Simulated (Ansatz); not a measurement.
**AlRu: where the heat goes in a short trajectory**

Theory: DFT PBE, scalar-relativistic, plane waves, PAW (Ansatz 0.2.0). The runs took a 420 eV cutoff, a shifted (0.5, 0.5, 0.5 steps) 2×2×2 mesh and Fermi–Dirac smearing (0.16 eV). The mesh is coarse. No spin polarisation.

16 atoms start on the lattice sites below (V = 227.0 Å³, 1.06 times the source cell's; static pressure -5.56 GPa, largest force component 0.00 eV/Å) with velocities drawn for 1800 K; Langevin thermostat aiming at the same temperature, at which the real crystal may have melted, fixed cell, 66 steps of 1.5 fs.

```
CELL_PARAMETERS angstrom
6.10055 0.00000 0.00000
0.00000 -6.10055 0.00000
0.00000 0.00000 -6.10055
ATOMIC_POSITIONS crystal
Al 0.00000 0.50000 0.50000
Al 0.00000 0.50000 0.00000
Al 0.00000 0.00000 0.50000
Al 0.00000 0.00000 0.00000
Al 0.50000 0.50000 0.50000
Al 0.50000 0.50000 0.00000
Al 0.50000 0.00000 0.50000
Al 0.50000 0.00000 0.00000
Ru 0.25000 0.25000 0.25000
Ru 0.25000 0.25000 0.75000
Ru 0.25000 0.75000 0.25000
Ru 0.25000 0.75000 0.75000
Ru 0.75000 0.25000 0.25000
Ru 0.75000 0.25000 0.75000
Ru 0.75000 0.75000 0.25000
Ru 0.75000 0.75000 0.75000
```

```csv
t (fs),T (K),kinetic energy (meV/atom),potential energy over the first frame (meV/atom),P with the kinetic part (GPa)
0.0,1688,218.1,0.0,-3.92
6.0,1739,224.8,10.7,-3.39
12.0,1475,190.7,41.9,-2.31
18.0,791,102.3,76.0,-1.58
24.0,952,123.1,104.3,-0.33
30.0,838,108.3,124.3,0.29
36.0,1192,154.1,125.5,0.65
42.0,950,122.8,117.8,0.10
48.0,1450,187.4,107.0,0.18
54.0,1241,160.4,93.4,-0.50
60.0,1084,140.1,89.5,-0.72
66.0,849,109.8,89.8,-0.88
72.0,1151,148.8,91.5,-0.49
78.0,870,112.5,92.8,-0.72
84.0,1161,150.1,85.4,-0.72
90.0,1331,172.1,85.2,-0.58
96.0,1381,178.5,107.1,0.26
```

T counts 3N degrees of freedom. Means over every step of the second half, not only the rows shown: T = 1173 K, kinetic energy 151.6 meV/atom, potential energy 93.0 meV/atom, P = -0.47 GPa.

Problem. Does the potential energy follow equipartition for harmonic vibrations?

Solution. In a harmonic crystal each vibration holds as much potential as kinetic energy on average; T is counted on all 3N degrees of freedom here, and the thermostat also drives the centre of mass, which has no potential energy, so the share is (N − 1)/N of the kinetic energy, 142.2 meV/atom. The run has 93.0, a ratio of 0.65. The deficit can mean that slow modes haven't yet taken up their share, that the thermostat is still feeding kinetic energy, or that the atoms found a lower arrangement than the start. So short a run gives a rough mean. T is still well under the temperature that the thermostat aims for. Electronic entropy is part of the potential energy at this smearing.

Problem. Split the rise of pressure into the kinetic part and the rest. Can a thermal Grüneisen parameter be estimated?

Solution. The program counts the kinetic part as N k_B T/V = 1.14 GPa. The pressure lies 5.09 GPa over the static one in all, so the forces add 3.95 GPa. The potential energy lies far under its harmonic share, so slow or unstable modes may dominate and no γ is drawn.

Cost: 1 run of about 8.2 core-minutes (earlier runs that led there not counted), on Arm Neoverse V2 (shared hosts).